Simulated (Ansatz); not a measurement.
Crystal: Si2W.

```
CELL_PARAMETERS angstrom
4.61685 0.00000 0.00000
-2.30843 3.99831 0.00000
0.00000 0.00000 6.65322
ATOMIC_POSITIONS crystal
W 0.50000 0.00000 0.50000
W 0.50000 0.50000 0.83333
W 0.00000 0.50000 0.16667
Si 0.32725 0.16363 0.16667
Si 0.83637 0.16363 0.83333
Si 0.16363 0.32725 0.50000
Si 0.67275 0.83637 0.16667
Si 0.16363 0.83637 0.83333
Si 0.83637 0.67275 0.50000
```

Measurements of this composition are mostly on another form, of space group No. 139.

| Quantity | Value |
| --- | --- |
| Program | Ansatz 0.2.0 |
| Task | relaxation of cell and atoms |
| Functional | PBEsol |
| Dispersion | D3(BJ) |
| Potentials or basis | Ansatz PAW |
| Cutoff | 420 eV (not typed: the program's choice for these potentials) |
| k mesh | 7 × 7 × 4 |
| Occupations | fermi-dirac, width 0.05 eV |
| Spin | no spin polarisation |

At the start: volume 13.65 Å³/atom.

Q: Where does the relaxation end?

A: It ends after 5 steps and the volume is 12.93 Å³/atom (-5.2 %); space group P6_222 (No. 180, to 0.05 Å).

Step by step:
| step | energy change (eV) | largest force (eV/Å) | volume (Å³) |
| --- | --- | --- | --- |
| 1 | 0.0000 | 0.0373 | 122.82 |
| 2 | -0.1891 | 0.1725 | 113.42 |
| 3 | -0.2541 | 0.0160 | 116.68 |
| 4 | -0.2548 | 0.0099 | 116.37 |
| 5 | -0.2532 | 0.0099 | 116.37 |

Final structure:
```
CELL_PARAMETERS angstrom
4.53021 0.00000 0.00000
-2.26510 3.92327 0.00000
0.00000 0.00000 6.54772
ATOMIC_POSITIONS crystal
W 0.50000 0.00000 0.50000
W 0.50000 0.50000 0.83333
W 0.00000 0.50000 0.16667
Si 0.32727 0.16363 0.16667
Si 0.83637 0.16363 0.83333
Si 0.16363 0.32727 0.50000
Si 0.67273 0.83637 0.16667
Si 0.16363 0.83637 0.83333
Si 0.83637 0.67273 0.50000
```

Caveat: the plane-wave basis is chosen anew once the cell has moved, so the energies of steps on either side of that aren't comparable; the PAW data sets come from PBE, with cores solved anew for the run's functional, which leaves a small shift of forces and pressure.
